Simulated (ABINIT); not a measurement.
# SiC (F-43m): a self-consistent loop beyond G0W0, cycle by cycle

Wanted: G0W0 and self-consistent gaps of SiC (F-43m), with the cost of the cycles.

Program: ABINIT 10.8.3. Level of theory: PBE and many-body steps on it, plane waves. Results are calculated unless marked as measured.

**Experimental background.**

- Gap 2.39 eV: band gap at cryogenic temperature; bulk crystal (literature value) (quoted in “Silicon carbide diodes for neutron detection”, 2020, arxiv:2009.14696).

- Gap 2.4 eV: Tauc optical (indirect) gap of annealed polycrystalline 3C-SiC; UV-VIS spectroscopic ellipsometry, Tauc analysis; film (CVD ultrathin polycrystalline film, annealed, about 5 nm grains) (“On-Demand CMOS-Compatible Fabrication of Ultrathin Self-Aligned SiC Nanowire Arrays”, 2018, pmc:6267454).

### Step 1. The structure

It takes space group F-43m (No. 216, cubic). The conventional cell has a = 4.358 Å, b = 4.358 Å, c = 4.358 Å, α = 90.00°, β = 90.00°, γ = 90.00°. Nearest to Si lie 4 C at 1.89 Å. C has 4 Si at 1.89 Å nearest. Farther neighbours are not listed.

Structure file:

```cif
data_structure
_symmetry_space_group_name_H-M 'P 1'
_symmetry_Int_Tables_number 1
_cell_length_a 3.0816
_cell_length_b 3.0816
_cell_length_c 3.0816
_cell_angle_alpha 60.000
_cell_angle_beta 60.000
_cell_angle_gamma 60.000
_cell_volume 20.69
loop_
_atom_site_label
_atom_site_type_symbol
_atom_site_fract_x
_atom_site_fract_y
_atom_site_fract_z
_atom_site_occupancy
Si1 Si 0.00000 0.00000 0.00000 1
C2 C 0.25000 0.25000 0.25000 1
```

The cell and positions come from the Crystallography Open Database and are kept as given unless a step says otherwise.

### Step 2. Empty states on the mesh, 6×6×6 mesh, 165 bands

This step: ABINIT 10.8.3; DFT, PBE, plane waves, norm-conserving pseudopotentials.

The sums over transitions need many empty states on a uniform mesh; this step solves for them.

run.abi

```
acell 3*1.0 Angstrom
rprim 
  -0.000000000000 2.179000000000 2.179000000000
  2.179000000000 -0.000000000000 2.179000000000
  2.179000000000 2.179000000000 -0.000000000000
ntypat 2
znucl 14 6
natom 2
typat 1 2
xred 
  0.000000000000 0.000000000000 0.000000000000
  0.250000000000 0.250000000000 0.250000000000
pp_dirpath "pseudos"
pseudos "Si.upf, C.upf"
ecut 37
ngkpt 6 6 6
nshiftk 1
shiftk 0 0 0
kptopt 1
chksymbreak 0
irdden 1
istwfk *1
nband 165
prtvol 0
optdriver 6
gwr_task "HDIAGO"
paral_kgb 0
occopt 1
indata_prefix "in"
outdata_prefix "out"
tmpdata_prefix "tmp"
```

On the command line:

```bash
OMP_NUM_THREADS=1 mpirun -n 8 abinit run.abi > log
```

Output:

```text
.Version 10.8.3 of ABINIT. v10.8.2 released Aug 2026.

 Symmetries : space group F-4 3 m (#216); Bravais cF (face-center cubic)
[... echo of the input left out ...]
== DATASET  1 ==================================================================
-   mpi_nproc: 8, omp_nthreads: 1 (-1 if OMP is not activated)

--- !DatasetInfo
iteration_state: {dtset: 1, }
dimensions: {natom: 2, nkpt: 16, mband: 165, nsppol: 1, nspinor: 1, nspden: 1, mpw: 1524, }
cutoff_energies: {ecut:  37.0, pawecutdg:  -1.0, }
[...]
Indirect band gap semiconductor
 Fundamental gap:     1.361 (eV)
   VBM:     6.835 (eV) at k: [ 0.0000E+00,  0.0000E+00,  0.0000E+00]
   CBM:     8.196 (eV) at k: [ 5.0000E-01,  5.0000E-01,  0.0000E+00]
 Direct gap:         4.553 (eV) at k: [ 5.0000E-01,  5.0000E-01,  0.0000E+00]

== END DATASET(S) ==============================================================
================================================================================

 -outvars: echo values of variables after computation  --------
           etotal      0.0000000000E+00
            nband         165
             nkpt          16
          spgroup         216
 [... the other variables as echoed above ...]

 Calculation completed.
```

Run time: 6.8 s. Hardware: 8 MPI ranks of Arm Neoverse V2, shared host; peak memory 1.5 GiB.

This step gave:

```yaml
gap: 1.361 eV
k_of_the_valence_top: 0, 0, 0
k_of_the_conduction_bottom: 0.5, 0.5, 0
least_direct_gap: 4.553 eV
k_points_computed: 16
lowest_point_of_the_top_converged_band_above_the_valence_top: 198.3907 eV
```

On this mesh the gap is 1.361 eV.

The density comes from a self-consistent run that is not shown.

### Step 3. Screening, 6×6×6 mesh, 157 bands, screening to 359.2 eV

The RPA dielectric matrix is built and inverted for each q.

This step: RPA screening on PBE, plane waves, norm-conserving pseudopotentials.

run.abi, as its differences from that of step 2:

```diff
@@ -20,10 +20,11 @@
 chksymbreak 0
-irdden 1
 istwfk *1
-nband 165
-prtvol 0
-optdriver 6
-gwr_task "HDIAGO"
-paral_kgb 0
 occopt 1
+irdwfk 1
+optdriver 3
+nband 157
+ecuteps 13.2
+inclvkb 2
+awtr 1
+symchi 1
 indata_prefix "in"
```

Output:

```text
.Version 10.8.3 of ABINIT. v10.8.2 released Aug 2026.

 Symmetries : space group F-4 3 m (#216); Bravais cF (face-center cubic)
[... echo of the input left out ...]
== DATASET  1 ==================================================================
-   mpi_nproc: 8, omp_nthreads: 1 (-1 if OMP is not activated)

--- !DatasetInfo
iteration_state: {dtset: 1, }
dimensions: {natom: 2, nkpt: 16, mband: 157, nsppol: 1, nspinor: 1, nspden: 1, mpw: 1524, }
cutoff_energies: {ecut:  37.0, pawecutdg:  -1.0, }
electrons: {nelect:   8.00000000E+00, charge:   0.00000000E+00, occopt:   1.00000000E+00, tsmear:   1.00000000E-02, }

 SCREENING: Calculation of the susceptibility and dielectric matrices

 Based on a program developped by R.W. Godby, V. Olevano, G. Onida, and L. Reining.
 Incorporated in ABINIT by V. Olevano, G.-M. Rignanese, and M. Torrent.
.Using double precision arithmetic ; gwpc =  8

[... cell and pseudopotentials left out ...]
--------------------------------------------------------------------------------

 ==== K-mesh for the wavefunctions ====
 Number of points in the irreducible wedge :    16
[... list of points left out ...]
 Together with 24 symmetry operations and time-reversal symmetry
 yields   216 points in the full Brillouin Zone.

 ==== Q-mesh for the screening function ====
 Number of points in the irreducible wedge :    16
[... list of points left out ...]
 Together with 24 symmetry operations and time-reversal symmetry
 yields   216 points in the full Brillouin Zone.

 setmesh: FFT mesh size selected  =    25x   25x   25
          total number of points  =        15625

 vcoul_init : cutoff-mode = AUXILIARY_FUNCTION
 q-points for optical limit:   1
     1)      0.000010    0.000020    0.000030

- screening: taking advantage of time-reversal symmetry
- Maximum band index for partially occupied states nbvw = 4
- Remaining bands to be divided among processors   nbcw = 153
- Number of bands treated by each node ~19

 Number of electrons calculated from density =    8.0000; Expected =    8.0000
 average of density, n =  0.057292
 r_s =    1.6092
 omega_plasma =   23.0888 [eV]

 calculating chi0 at frequencies [eV] :
  1    0.000000E+00    0.000000E+00
  2    0.000000E+00    2.308880E+01

--------------------------------------------------------------------------------
  q-point number  1        q = ( 0.000000, 0.000000, 0.000000) [r.l.u.]
--------------------------------------------------------------------------------
[... chi0 elements left out ...]
 For q-point:  0.000010 0.000020 0.000030
  dielectric constant =   7.0816
  dielectric constant without local fields =   7.7436

  Average fulfillment of the sum rule on Im[epsilon] for q-point    1 :     94.91  [%]
[... wings left out ...]
  q-point number  2        q = ( 0.166667, 0.000000, 0.000000) [r.l.u.]
--------------------------------------------------------------------------------
[... chi0 elements left out ...]
  Average fulfillment of the sum rule on Im[epsilon] for q-point    2 :     97.30  [%]

 [... 14 further q-points ...]
```

Run time: 39 s. Hardware: 8 MPI ranks; peak memory 1.6 GiB; 5.2 min of CPU time.

Numbers from this step:

* ε∞ with local fields, on this mesh, along the program's q direction: 7.082
* the same without local fields: 7.744
* plasma frequency: 23.09 eV
* plane waves in the screening matrix: 331

Local fields lower ε∞ by 9 %.

### Step 4. G0W0

The self-energy is evaluated for the states that the input lists, and the levels follow from it, in one-shot runs by the linearised quasiparticle equation.

This step: G0W0 on PBE, plane waves, norm-conserving pseudopotentials.

run.abi, as its differences from that of step 3:

```diff
@@ -23,8 +23,19 @@
 irdwfk 1
-optdriver 3
+optdriver 4
 nband 157
+gwcalctyp 0
+ecutsigx 37
+symsigma 1
+nkptgw 3
+kptgw 
+  0.0000000000 0.0000000000 0.0000000000
+  0.5000000000 0.5000000000 0.0000000000
+  0.5000000000 0.0000000000 0.0000000000
+bdgw 
+  2 8
+  3 6
+  3 7
 ecuteps 13.2
-inclvkb 2
-awtr 1
-symchi 1
+irdscr 1
+ppmodel 1
 indata_prefix "in"
```

Output:

```text
.Version 10.8.3 of ABINIT. v10.8.2 released Aug 2026.

 Symmetries : space group F-4 3 m (#216); Bravais cF (face-center cubic)
[... echo of the input left out ...]
== DATASET  1 ==================================================================
-   mpi_nproc: 8, omp_nthreads: 1 (-1 if OMP is not activated)

--- !DatasetInfo
iteration_state: {dtset: 1, }
dimensions: {natom: 2, nkpt: 16, mband: 157, nsppol: 1, nspinor: 1, nspden: 1, mpw: 1524, }
cutoff_energies: {ecut:  37.0, pawecutdg:  -1.0, }
electrons: {nelect:   8.00000000E+00, charge:   0.00000000E+00, occopt:   1.00000000E+00, tsmear:   1.00000000E-02, }

 SIGMA: Calculation of the GW corrections

 Based on a program developped by R.W. Godby, V. Olevano, G. Onida, and L. Reining.
 Incorporated in ABINIT by V. Olevano, G.-M. Rignanese, and M. Torrent.
.Using double precision arithmetic ; gwpc =  8

[... cell and pseudopotentials left out ...]
--------------------------------------------------------------------------------

 ==== K-mesh for the wavefunctions ====
 Number of points in the irreducible wedge :    16
[... list of points left out ...]
 Together with 24 symmetry operations and time-reversal symmetry
 yields   216 points in the full Brillouin Zone.

 ==== Q-mesh for screening function ====
 Number of points in the irreducible wedge :    16
[... list of points left out ...]
 Together with 24 symmetry operations and time-reversal symmetry
 yields   216 points in the full Brillouin Zone.

 vcoul_init : cutoff-mode = AUXILIARY_FUNCTION
 q-points for optical limit:   1
     1)      0.000010    0.000020    0.000030
 setmesh: FFT mesh size selected  =    32x   32x   32
          total number of points  =        32768

 Number of electrons calculated from density =    8.0000; Expected =    8.0000
 average of density, n =  0.057292
 r_s =    1.6092
 omega_plasma =   23.0888 [eV]

 === KS Band Gaps ===
  >>>> For spin  1
   Minimum direct gap =   4.5530 [eV], located at k-point      :   0.5000  0.5000  0.0000
   Fundamental gap    =   1.3613 [eV], Top of valence bands at :   0.0000  0.0000  0.0000
                                       Bottom of conduction at :   0.5000  0.5000  0.0000
 SIGMA fundamental parameters:
 PLASMON POLE MODEL  1
 number of plane-waves for SigmaX                 1459
 number of plane-waves for SigmaC and W            331
 number of plane-waves for wavefunctions          1459
 number of bands                                   157
 number of independent spin polarizations            1
 number of spinorial components                      1
 number of k-points in IBZ                          16
 number of q-points in IBZ                          16
 number of symmetry operations                      24
 number of k-points in BZ                          216
 number of q-points in BZ                          216
 number of frequencies for dSigma/dE                 9
 frequency step for dSigma/dE [eV]                0.25
 number of omega for Sigma on real axis              0
 max omega for Sigma on real axis  [eV]           0.00
 zcut for avoiding poles [eV]                     0.10

 EPSILON^-1 parameters (SCR file):
 dimension of the eps^-1 matrix on file            331
 dimension of the eps^-1 matrix used               331
 number of plane-waves for wavefunctions          1459
 number of bands                                   157
 number of q-points in IBZ                          16
 number of frequencies                               2
 number of real frequencies                          1
 number of imag frequencies                          1

 matrix elements of self-energy operator (all in [eV])

 Perturbative Calculation

--- !SelfEnergy_ee
iteration_state: {dtset: 1, }
kpoint     : [   0.000,    0.000,    0.000, ]
spin       : 1
KS_gap     :    6.223
QP_gap     :    7.133
Delta_QP_KS:    0.910
data: !SigmaeeData |
     Band     E0 <VxcDFT>   SigX SigC(E0)      Z dSigC/dE  Sig(E)    E-E0       E
        2   6.835 -14.930 -17.579   1.809   0.792  -0.263 -15.595  -0.665   6.170
        3   6.835 -14.930 -17.579   1.809   0.792  -0.263 -15.595  -0.665   6.170
        4   6.835 -14.930 -17.579   1.809   0.792  -0.263 -15.595  -0.665   6.170
        5  13.058 -13.213  -7.543  -5.360   0.790  -0.266 -12.968   0.245  13.303
        6  14.146 -11.327  -5.827  -5.171   0.805  -0.242 -11.062   0.265  14.411
        7  14.146 -11.327  -5.827  -5.171   0.805  -0.242 -11.062   0.265  14.411
[...]
--- !SelfEnergy_ee
iteration_state: {dtset: 1, }
kpoint     : [   0.500,    0.500,    0.000, ]
spin       : 1
KS_gap     :    4.553
QP_gap     :    5.611
Delta_QP_KS:    1.058
data: !SigmaeeData |
     Band     E0 <VxcDFT>   SigX SigC(E0)      Z dSigC/dE  Sig(E)    E-E0       E
[...]
--- !SelfEnergy_ee
iteration_state: {dtset: 1, }
kpoint     : [   0.500,    0.000,    0.000, ]
spin       : 1
KS_gap     :    6.485
QP_gap     :    7.529
Delta_QP_KS:    1.044
data: !SigmaeeData |
     Band     E0 <VxcDFT>   SigX SigC(E0)      Z dSigC/dE  Sig(E)    E-E0       E
[...]
5  12.265 -12.167  -6.917  -4.922   0.805  -0.243 -11.903   0.264  12.530
        6  14.070 -10.984  -5.433  -5.135   0.810  -0.235 -10.647   0.337  14.407
        7  14.070 -10.984  -5.433  -5.135   0.810  -0.235 -10.647   0.337  14.407

== END DATASET(S) ==============================================================
================================================================================

 -outvars: echo values of variables after computation  --------
           etotal      0.0000000000E+00
            nband         157
             nkpt          16
          spgroup         216
 [... the other variables as echoed above ...]

 Calculation completed.
```

Elapsed: 34 s, on 8 MPI ranks; peak memory 2.1 GiB; 4.5 min of CPU time.

Numbers from this step:

```yaml
g0w0_gap_on_the_points_computed: 2.133 eV
starting_gap_on_the_mesh: 1.361 eV
k_of_the_valence_top: 0, 0, 0
k_of_the_conduction_bottom: 0.5, 0.5, 0
z_at_the_valence_top: 0.792
z_at_the_conduction_bottom: 0.82
least_direct_g0w0_gap_on_the_computed_points: 5.611 eV
```

The gap on the mesh goes from 1.36 eV to 2.13 eV, a correction of +0.77 eV.

### Step 5. evGW0, cycle 1

This step: evGW0 on PBE, plane waves, norm-conserving pseudopotentials.

run.abi, as its differences from that of step 4:

```diff
@@ -25,14 +25,40 @@
 nband 157
-gwcalctyp 0
+gwcalctyp 10
 ecutsigx 37
 symsigma 1
-nkptgw 3
+nkptgw 16
 kptgw 
   0.0000000000 0.0000000000 0.0000000000
+  0.1666666667 0.0000000000 0.0000000000
+  0.3333333333 0.0000000000 0.0000000000
+  0.5000000000 0.0000000000 0.0000000000
+  0.1666666667 0.1666666667 0.0000000000
+  0.3333333333 0.1666666667 0.0000000000
+  0.5000000000 0.1666666667 0.0000000000
+  -0.3333333333 0.1666666667 0.0000000000
+  -0.1666666667 0.1666666667 0.0000000000
+  0.3333333333 0.3333333333 0.0000000000
+  0.5000000000 0.3333333333 0.0000000000
+  -0.3333333333 0.3333333333 0.0000000000
   0.5000000000 0.5000000000 0.0000000000
-  0.5000000000 0.0000000000 0.0000000000
+  0.5000000000 0.3333333333 0.1666666667
+  -0.3333333333 0.3333333333 0.1666666667
+  -0.3333333333 0.5000000000 0.1666666667
 bdgw 
-  2 8
-  3 6
-  3 7
+  1 8
+  1 8
+  1 8
+  1 8
+  1 8
+  1 8
+  1 8
+  1 8
+  1 8
+  1 8
+  1 8
+  1 8
+  1 8
+  1 8
+  1 8
+  1 8
 ecuteps 13.2
```

Output:

```text
.Version 10.8.3 of ABINIT. v10.8.2 released Aug 2026.

 Symmetries : space group F-4 3 m (#216); Bravais cF (face-center cubic)
[... echo of the input left out ...]
== DATASET  1 ==================================================================
-   mpi_nproc: 8, omp_nthreads: 1 (-1 if OMP is not activated)

--- !DatasetInfo
iteration_state: {dtset: 1, }
dimensions: {natom: 2, nkpt: 16, mband: 157, nsppol: 1, nspinor: 1, nspden: 1, mpw: 1524, }
cutoff_energies: {ecut:  37.0, pawecutdg:  -1.0, }
electrons: {nelect:   8.00000000E+00, charge:   0.00000000E+00, occopt:   1.00000000E+00, tsmear:   1.00000000E-02, }

 SIGMA: Calculation of the GW corrections

 Based on a program developped by R.W. Godby, V. Olevano, G. Onida, and L. Reining.
 Incorporated in ABINIT by V. Olevano, G.-M. Rignanese, and M. Torrent.
.Using double precision arithmetic ; gwpc =  8

[... cell and pseudopotentials left out ...]
--------------------------------------------------------------------------------

 ==== K-mesh for the wavefunctions ====
 Number of points in the irreducible wedge :    16
[... list of points left out ...]
 Together with 24 symmetry operations and time-reversal symmetry
 yields   216 points in the full Brillouin Zone.

 ==== Q-mesh for screening function ====
 Number of points in the irreducible wedge :    16
[... list of points left out ...]
 Together with 24 symmetry operations and time-reversal symmetry
 yields   216 points in the full Brillouin Zone.

 vcoul_init : cutoff-mode = AUXILIARY_FUNCTION
 q-points for optical limit:   1
     1)      0.000010    0.000020    0.000030
 setmesh: FFT mesh size selected  =    32x   32x   32
          total number of points  =        32768

 Number of electrons calculated from density =    8.0000; Expected =    8.0000
[...]
QP_gap     :    9.528
Delta_QP_KS:    1.278
data: !SigmaeeData |
     Band     E_DFT   <VxcDFT>   E(N-1)  <Hhartree>   SigX  SigC[E(N-1)]    Z     dSigC/dE  Sig[E(N)]  DeltaE  E(N)_pert E(N)_diago
[...]
--- !SelfEnergy_ee
iteration_state: {dtset: 1, }
kpoint     : [  -0.333,    0.500,    0.167, ]
spin       : 1
KS_gap     :    8.384
QP_gap     :    9.647
Delta_QP_KS:    1.263
data: !SigmaeeData |
     Band     E_DFT   <VxcDFT>   E(N-1)  <Hhartree>   SigX  SigC[E(N-1)]    Z     dSigC/dE  Sig[E(N)]  DeltaE  E(N)_pert E(N)_diago
[...]
7    17.659   -11.915    17.659    29.573    -5.027    -6.412     0.774    -0.291   -11.547     0.368    18.026    18.134
        8    19.048   -12.942    19.048    31.990    -5.813    -6.400     0.774    -0.292   -12.378     0.564    19.612    19.777

 New Fermi energy :        2.631536E-01 Ha ,    7.160775E+00 eV
 New Exchange energy :    -2.730906E+00 Ha ,   -7.431174E+01 eV

 === QP Band Gaps ===
  >>>> For spin  1
   Minimum direct gap =   5.8989 [eV], located at k-point      :   0.5000  0.5000  0.0000
   Fundamental gap    =   2.3318 [eV], Top of valence bands at :   0.0000  0.0000  0.0000
                                       Bottom of conduction at :   0.5000  0.5000  0.0000

 writing QP data on file : out_QPS

 Convergence of QP corrections
 >>>>> For spin  1 <<<<<
.  kptgw no:  1; Maximum DeltaE = (  -0.791   0.002) for band index:  1
.  kptgw no:  2; Maximum DeltaE = (  -0.874  -0.000) for band index:  2
.  kptgw no:  3; Maximum DeltaE = (  -1.063   0.000) for band index:  2
[...]
.  kptgw no: 15; Maximum DeltaE = (  -1.091   0.007) for band index:  2
.  kptgw no: 16; Maximum DeltaE = (  -1.074  -0.000) for band index:  2

== END DATASET(S) ==============================================================
================================================================================

 -outvars: echo values of variables after computation  --------
           etotal      0.0000000000E+00
            nband         157
             nkpt          16
          spgroup         216
 [... the other variables as echoed above ...]

 Calculation completed.
```

Elapsed: 14 min, on 8 MPI ranks; peak memory 2.4 GiB.

Numbers from this step:

- quasiparticle gap on the mesh: 2.332 eV
- gap of the density functional on the mesh: 1.361 eV
- k of the valence top: 0, 0, 0
- k of the conduction bottom: 0.5, 0.5, 0
- Z at the valence top: 0.792
- Z at the conduction bottom: 0.82
- least direct quasiparticle gap on the computed points: 5.899 eV

Against G0W0 in ABINIT (6×6×6 mesh, 157 bands, screening to 359.2 eV, Godby-Needs plasmon pole), the gap moves by +0.199 eV. This first cycle still uses the starting levels; it takes the full correction, at all points of the mesh, and its linearised value is 2.133 eV.

(Part 1 of 3 ends here.)

[Paths, hosts, dates, memory and timing lines, banners, echoed tables and standing remarks are left out of the program output.]

[Logs are printed without paths, hosts, clocks, repeated set-up lines and the standing remarks that a program may print on its own settings, such as how far it seeks lower states.]

[Runs of the session that timed out or met a known fault of the program may be left out.]

[Hosts, paths, dates, database ids (printed as entryN), source tags and the programs' standing remarks are cut or masked in the printed files.]

[G0W0 gaps are taken among the corrected bands and points alone; a level outside them can change the order at an edge.]

[Where Ansatz stands beside ABINIT at settings called matched, ABINIT's density can come from a denser mesh and the files from another edition; pairs whose starting gaps differed by over 0.03 eV were left out, so agreement reads better than it is.]
